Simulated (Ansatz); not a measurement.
# BaSnO3, pressure series

Consider BaSnO3 in the cubic perovskite structure (space group Pm-3m, No. 221; a = 4.1761 Å).

Cell and atoms are relaxed at each pressure.

Computed with plane-wave PAW DFT at the PBE level (Ansatz, a first-principles code, 420 eV), spin-orbit coupling left out.

```json
[
 {"pressure (GPa)": "-1", "volume per atom (Å³/atom)": "14.677"},
 {"pressure (GPa)": "0", "volume per atom (Å³/atom)": "14.566"},
 {"pressure (GPa)": "1.8", "volume per atom (Å³/atom)": "14.377"},
 {"pressure (GPa)": "4.2", "volume per atom (Å³/atom)": "14.147"},
 {"pressure (GPa)": "9", "volume per atom (Å³/atom)": "13.743"},
 {"pressure (GPa)": "18", "volume per atom (Å³/atom)": "13.129"},
 {"pressure (GPa)": "30", "volume per atom (Å³/atom)": "?"},
 {"pressure (GPa)": "45", "volume per atom (Å³/atom)": "11.876"},
 {"pressure (GPa)": "60", "volume per atom (Å³/atom)": "11.385"}
]
```

Fit the third-order Birch–Murnaghan form P(V) = (3B₀/2)[(V₀/V)^(7/3) − (V₀/V)^(5/3)]·[1 + (3/4)(B₀′ − 4)((V₀/V)^(2/3) − 1)] (squares taken in P) to the rows shown and predict the withheld row.

Least squares on the printed values gives V₀ = 14.564 Å³/atom, B₀ = 136 GPa, B₀′ = 4.7; this predicts 12.491 Å³/atom, and the run gives 12.492 Å³/atom, in agreement.

Load acts through the strain it causes; cell and atoms are relaxed under it. No phonon test of stability was made. Competing high-pressure phases were not computed.
